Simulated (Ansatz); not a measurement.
Crystal: HfO2.

```xyz
12
Lattice="5.0803 0.0000 0.0000 0.0000 5.1649 0.0000 0.0000 0.0000 4.8909" Properties=species:S:1:pos:R:3 pbc="T T T"
Hf    1.1308    4.0379    1.3307
Hf    3.6710    3.7094    3.5602
Hf    3.9495    1.1270    1.3307
Hf    1.4093    1.4555    3.5602
O     0.9491    0.8452    0.5113
O     3.4892    1.7372    4.3796
O     4.1312    4.3196    0.5113
O     1.5911    3.4277    4.3796
O     0.0000    2.5824    2.3919
O     2.5402    0.0000    2.4990
O     0.0000    0.0000    2.8153
O     2.5402    2.5824    2.0756
```

The cell comes from a database or a generator and needn't be the stable form of this composition.

Base run:

| Item | Value |
| --- | --- |
| Program | Ansatz 0.2.0 |
| Functional | PBE |
| Potentials or basis | Ansatz PAW |
| Cutoff | 420 eV (not typed: the program's choice for these potentials) |
| k mesh | 4 × 4 × 5 |
| Occupations | fermi-dirac, width 0.05 eV |
| Spin | no spin polarisation |

Its results: band gap on the k mesh 3.94 eV, direct; pressure 9.9 GPa; largest force 0.184 eV/Å.

Question: The run is repeated on the same cell with these changes: functional from PBE to r2SCAN; cutoff from 420 eV (not typed: the program's choice for these potentials) to 500 eV (not typed: the program's choice for these potentials). What comes out?

Answer: Band gap on the k mesh 4.46 eV, direct; pressure 4.0 GPa; largest force 0.096 eV/Å.

r2SCAN gives the wider gap, since meta-GGAs in the generalised Kohn-Sham scheme recover part of the derivative discontinuity.

Caveats: spin-orbit coupling is left out, which moves the levels of the heavy elements; odd divisions of the mesh miss points on the zone boundary, where band edges often lie, so the gap on the mesh can be too wide (some runs); the k mesh misses the band edges, so the gap on the mesh is wider than the one along the path (some runs); the PAW data sets come from PBE, with cores solved anew for the run's functional, which leaves a small shift of forces and pressure (some runs).
